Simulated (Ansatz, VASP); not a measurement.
## ZnS (Wurtzite-4H) in VASP and in Ansatz

```
CELL_PARAMETERS angstrom
3.82270 0.00000 0.00000
-1.91135 3.31056 0.00000
0.00000 0.00000 12.52000
ATOMIC_POSITIONS crystal
Zn 0.66667 0.33333 0.75000
Zn 0.33333 0.66667 0.25000
Zn 0.00000 0.00000 0.50000
Zn 0.00000 0.00000 0.00000
S 0.66667 0.33333 0.93750
S 0.33333 0.66667 0.43750
S 0.00000 0.00000 0.68750
S 0.00000 0.00000 0.18750
```

Alike in both runs: task single point; functional PBE; k mesh 8 × 8 × 3; occupations gaussian, width 0.014 eV; no spin polarisation.

|  | VASP | Ansatz |
| --- | --- | --- |
| version | VASP 6.6.1 | Ansatz 0.2.0 |
| potentials or method | VASP PAW PBE potentials, release 64 (Zn, S) | Ansatz PAW |
| plane-wave cutoff (eV) | 520 | 420 |
| valence electrons in the cell | 72 | 72 |

VASP gave:

```
gap on the k mesh at the Fermi level (eV)       : 2.13
least direct gap on the mesh (eV)               : 2.13
pressure (GPa)                                  : 1.5
largest component of the traceless stress (GPa) : 0.09
rms of the force components (eV/Å)              : 0.015
```

**Question.** Estimate Ansatz's values.

**Answer.** gap on the k mesh at the Fermi level (eV): 2.13; least direct gap on the mesh (eV): 2.13; pressure (GPa): 1.3; largest component of the traceless stress (GPa): 0.09; rms of the force components (eV/Å): 0.015.

Atom by atom the forces differ by 0.000 eV/Å (rms over components).

Caveats: an odd mesh through Γ misses points on the zone boundary, where band edges often lie (VASP); odd divisions of the mesh miss points on the zone boundary, where band edges often lie, so the gap on the mesh can be too wide (Ansatz). Expect the measured gap to be larger: semilocal functionals such as PBE lack the derivative discontinuity.
